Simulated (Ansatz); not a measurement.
# Forms of HfO2: one energy to predict

The calculation used DFT PBE, scalar-relativistic, plane waves, PAW in Ansatz. All cells share a 420 eV cutoff and Γ-centred k meshes spaced at most about 0.3 Å⁻¹ (2π included). No spin polarisation.

All energies are static (0 K, no zero-point motion). Rows are sorted by volume; energies count from the lowest form computed. Coordination counts O atoms around Hf (those within 1.25 times the shortest such distance or 1.15 times the sum of covalent radii). The table shows 7 of 10 forms computed.

```
row                         form                          source  atoms  coordination  V (Å³/atom)  gap on mesh (eV)  ΔE (meV/atom)
  1                       I4/mcm                        invented      6          Hf 8         11.0              0.14            739
  2         fluorite type, Fm-3m                             COD      3          Hf 8         11.0              3.75             94
  3                       P2_1/c  Materials Project, matches COD     12          Hf 7         11.8              4.04              4
  4        rutile type, P4_2/mnm               Materials Project      6          Hf 6         12.9              3.90             30
  5                         R-3m                        invented      9          Hf 6         13.9              1.93            296
  6       anatase type, I4_1/amd                        invented      6          Hf 6         14.3              4.43              0
  7  cadmium chloride type, R-3m                        invented      3          Hf 6         14.4              4.48              ?
```

The cell of row 7:

```cif
data_structure
_symmetry_space_group_name_H-M 'P 1'
_symmetry_Int_Tables_number 1
_cell_length_a 5.0447
_cell_length_b 5.0447
_cell_length_c 5.0447
_cell_angle_alpha 37.731
_cell_angle_beta 37.731
_cell_angle_gamma 37.731
_cell_volume 43.14
loop_
_atom_site_label
_atom_site_type_symbol
_atom_site_fract_x
_atom_site_fract_y
_atom_site_fract_z
_atom_site_occupancy
Hf1 Hf 0.00000 0.00000 0.00000 1
O1 O 0.73517 0.73517 0.73517 1
O2 O 0.26483 0.26483 0.26483 1
```

**Question.** Estimate the missing energy, and say where the row ranks.

**Answer.** 226 meV/atom, which puts it above row 2 and below row 5. Counting O atoms around Hf, row 7 and the lowest form (row 6) both have Hf 6.

The Crystallography Open Database (COD) lists a cell that the form in P2_1/c (No. 14) matches; that form lies 4 meV/atom higher at this level, which the functional's error, temperature or pressure may reverse in nature.

Weakly bound directions are ill-defined at this level, which has no dispersion term (R-3m at 14.4 Å³/atom), and this can change margins and order among such cells. Spin–orbit coupling, which can matter for Hf, is left out. Kohn–Sham gaps at this level usually fall short of measured ones. Cells relaxed within their symmetry can be saddle points. Some candidate types were left out of the draw beforehand, so a known form may be missing.
